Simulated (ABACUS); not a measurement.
# CsPbBr3 under changes of volume

One of the cells (40.452 Å³/atom); the others are scaled copies at fixed shape and fractional positions:

```
Pb Cs Br
1.0
     5.87000    0.00000    0.00000
     0.00000    5.87000    0.00000
     0.00000    0.00000    5.87000
Pb Cs Br
1 1 3
Cartesian
  2.9350 2.9350 2.9350
  0.0000 0.0000 0.0000
  2.9350 2.9350 0.0000
  2.9350 0.0000 2.9350
  0.0000 2.9350 2.9350
```

Measurements of this composition are mostly on another form, of space group No. 62.

```yaml
Program: ABACUS 3.10.1
Functional: LDA
Potentials_or_basis: PseudoDojo NC SR 0.4.1 LDA standard
Cutoff: 776 eV
Density_cutoff: 3102 eV
Basis: plane waves
k_mesh: 4 × 4 × 4
Occupations: fermi-dirac, width 0.05 eV
Spin: no spin polarisation
```

```csv
volume (Å³/atom),energy over the lowest point (meV/atom),pressure (GPa),gap on the mesh (eV)
38.025,0.72,0.4,1.11
38.834,0.00,-0.1,1.21
39.643,1.83,-0.6,1.30
40.452,6.00,-1.1,1.38
41.261,12.28,-1.4,1.46
42.070,?,?,?
42.880,30.03,-2.1,1.59
```

Q: What does the run at 42.070 Å³/atom give?

A: Energy over the lowest point 20.32 meV/atom; pressure -1.8 GPa; gap on the mesh 1.53 eV.

Worked out: A Birch-Murnaghan fit of order 3 (a polynomial in V^(-2/3)) to the other rows has its minimum at 38.65 Å³/atom with B0 = V·E''(V) = 25 GPa and B' = 4.7. It gives 20.33 meV/atom at 42.070 Å³/atom, against the run's 20.32, and -dE/dV = -1.8 GPa, against -1.8. A parabola through the other rows of the gap, of slope 3.42 eV per unit of ln V (its deformation potential) there, gives 1.53 eV, against the run's 1.53.

Energies are extrapolated to zero smearing.

Caveats: spin-orbit coupling is left out, which as a rule narrows the gap of such compounds by several tenths of an eV.

A mesh can miss the band edges.
